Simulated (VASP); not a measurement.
Write the native input for VASP 6.6.1 that does the following.

```yaml
Task: relaxation of cell and atoms
Functional: PBEsol
Potentials_or_basis: VASP PAW PBE potentials, release 64 (Sn_d, Te)
Cutoff: 300 eV
k_mesh: 12 × 12 × 12
Occupations: gaussian, width 0.1 eV
Spin: no spin polarisation
Further_INCAR_settings: ALGO = Normal; EDIFF = 1e-07; IBRION = 2; EDIFFG = -0.005; NSW = 90; ISIF = 3
```

The structure of SnTe lies in POSCAR:

```
SnTe
1.0
    0.0000000000      3.1858130700      3.1858130700
    3.1858130700      0.0000000000      3.1858130700
    3.1858130700      3.1858130700      0.0000000000
Sn Te
1 1
Direct
    0.0000000000      0.0000000000      0.0000000000
    0.5000000000      0.5000000000      0.5000000000
```

The cell is a database's computed one.

One way to write it, as run:

INCAR

```
SYSTEM = SnTe
PREC = Accurate ; ENCUT = 300
EDIFF = 1E-7 ; ISMEAR = 0
SIGMA = 0.1 ; LREAL = .FALSE.
LASPH = .TRUE. ; NELM = 60
ALGO = Normal ; ISIF = 3
LWAVE = .FALSE. ; LCHARG = .FALSE.
GGA = PS ; IBRION = 2
NSW = 90 ; EDIFFG = -0.005
```

KPOINTS

```
regular mesh
0
G
  12 12 12
  0 0 0
```

Potentials or basis: VASP PAW PBE potentials, release 64 (Sn_d, Te).

Command:

```bash
$ cat potpaw_PBE.64/Sn_d/POTCAR potpaw_PBE.64/Te/POTCAR > POTCAR
$ mpirun -np 1 vasp_std > vasp.out
```

It gave:

| Item | Value |
| --- | --- |
| Relaxed volume | 30.94 Å³/atom |
| Relaxed cell | a = 4.440 Å, b = 4.440 Å, c = 4.440 Å, α = 60.00°, β = 60.00°, γ = 60.00° |
| Space group after relaxing (to 0.05 Å) | Fm-3m (No. 225) |
| Energy gained by relaxing | 8.5 meV/atom |
| Ionic steps | 3 |
| Pressure after relaxing | 0.0 GPa |
| Band gap on the k mesh | 0.17 eV, direct |

Caveat: the PAW data sets were made with another functional, which shifts forces and pressure a little; spin-orbit coupling is left out, which moves the levels of the heavy elements.

Run time: 33 s on 1 thread of Intel(R) Xeon(R) 6975P-C (Granite Rapids) (shared host), peak memory 0.17 GiB.
